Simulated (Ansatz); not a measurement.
**Crystal structures of scandium under revPBE**

Computed with DFT, revPBE, plane waves (420 eV) with PAW, scalar-relativistic (Ansatz). The PAW files were generated under PBE, with cores re-solved for the functional.

Each structure is relaxed within its own symmetry, so a high-lying one may be dynamically unstable.

**Question.** Rank these structures of scandium by energy per atom, lowest first.
A. hcp
B. diamond
C. simple cubic
D. omega (AlB2-type)
E. A15
F. dhcp
G. beta-Sn type
H. fcc
I. bcc

**Answer.** A (0 meV/atom), F (24 meV/atom), H (50 meV/atom), D (61 meV/atom), I (99 meV/atom), E (232 meV/atom), G (416 meV/atom), C (771 meV/atom), B (1989 meV/atom).

```tsv
structure	ΔE (meV/atom)	V (Å³/atom)	cell	magnetic state
hcp	0	25.44	a = 3.336 Å, c = 5.277 Å (c/a = 1.582)	ferromagnetic, net 0.39 μB per atom
dhcp	24	25.47	a = 3.327 Å, c = 10.629 Å (c/a = 3.195)	spin not included
fcc	50	25.53	a = 4.674 Å	spin not included
omega (AlB2-type)	61	25.29	a = 5.195 Å, c = 3.245 Å (c/a = 0.625)	spin not included
bcc	99	25.67	a = 3.717 Å	spin not included
A15	232	26.36	a = 5.952 Å	spin not included
beta-Sn type	416	25.59	a = 5.714 Å, c = 3.135 Å (c/a = 0.549)	spin not included
simple cubic	771	27.22	a = 3.008 Å	spin not included
diamond	1989	39.05	a = 6.785 Å	spin not included
```

ΔE counts from hcp.

Differences under about 8 meV lie within the error of the k-point mesh.
